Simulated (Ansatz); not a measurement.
## rocksalt-structured PbSe

The computed numbers are results of PBE with spin–orbit coupling (two-component spinors) in the plane-wave PAW code Ansatz at 420 eV, 10×10×10 k-mesh, Gaussian smearing of 0.05 eV; PAW files: Ansatz's generated set soft_2.

```
Pb Se
1.0
     0.00000    3.10398    3.10398
     3.10398    0.00000    3.10398
     3.10398    3.10398    0.00000
Pb Se
1 1
Direct
  0.50000 0.50000 0.50000
  0.00000 0.00000 0.00000
```

The start was a prototype's sites filled with these elements; the Crystallography Open Database holds the compound in this structure.

The run above is the reference. The same cell was run again with other input settings; several of them aren't fit for production, so the rows show the settings' effect and aren't properties of the material.

| keys changed | outcome | ΔE (meV/atom) | P (GPa) | gap on the mesh (eV) | cell moment (μB) | largest force component (eV/Å) | SCF iterations | rough core-seconds | new warnings |
| --- | --- | --- | --- | --- | --- | --- | --- | --- | --- |
| none (reference) | converged | 0.0 | 0.0 | 0.07 | 0.00 (no moment typed) | 0.000 | – | – | – |
| kpoints.mp_grid.grid: [10, 10, 10] → [15, 15, 15]; scf.mixing.preconditioner: "kerker" | converged | -0.2 | 0.0 | 0.27 | 0.00 (no moment typed) | 0.000 | 8 | 30 | – |
| scf.convergence.dr2_threshold: 1e-09; scf.eigensolver.kind: "davidson"; basis.precision: "f64"; scf.initial_density.chi_scale: 0.0 | converged | 0.0 | 0.0 | 0.07 | 0.00 (no moment typed) | 0.000 | 10 | 27 | stress scf threshold loose |
| scf.eigensolver.kind: "davidson" | converged | 0.0 | 0.0 | 0.07 | 0.00 (no moment typed) | 0.000 | 8 | 24 | – |

These changes also left energy (to 0.1 meV/atom), pressure, gap, moment and forces as in the reference: kpoints.mp_grid.grid: [10, 10, 10] → [12, 12, 12] | scf.mixing.algorithm: "broyden"; scf.mixing.beta: 0.5; scf.mixing.ndim: 8; basis.xc_grid: 4 | scf.mixing.preconditioner: "none"; scf.initial_density.chi_scale: 0.1.

ΔE is the energy with the smearing extrapolated to zero. It is left out where the change alters the Hamiltonian or the spin treatment. The varied runs start from atomic densities (corrected by the program's trained start where that serves), with the default search for lower states unless a row changes it.

Q: What happens with these changes: basis.ecutwfc: 420 → "350 eV"?

A: outcome converged, ΔE (meV/atom) 1.1, P (GPa) 0.0, gap on the mesh (eV) 0.07, cell moment (μB) 0.00 (no moment typed), largest force component (eV/Å) 0.000, SCF iterations 7, rough core-seconds 17, new warnings cutoff below recommended.

Q: What happens with these changes: basis.ecutwfc: 420 → "400 eV"; scf.convergence.dr2_threshold: 1e-05?

A: outcome converged, ΔE (meV/atom) 0.2, P (GPa) 0.0, gap on the mesh (eV) 0.07, cell moment (μB) 0.00 (no moment typed), largest force component (eV/Å) 0.000, SCF iterations 6, rough core-seconds 10, new warnings cutoff below recommended; force scf threshold loose; stress scf threshold loose.

Changing scf.eigensolver.kind only steers the path to self-consistency, so the energy stays within 0.5 meV/atom. The relaxed cell is 4 % larger in volume than the cell of this structure in the Crystallography Open Database (28.67 Å³/atom, 1987).
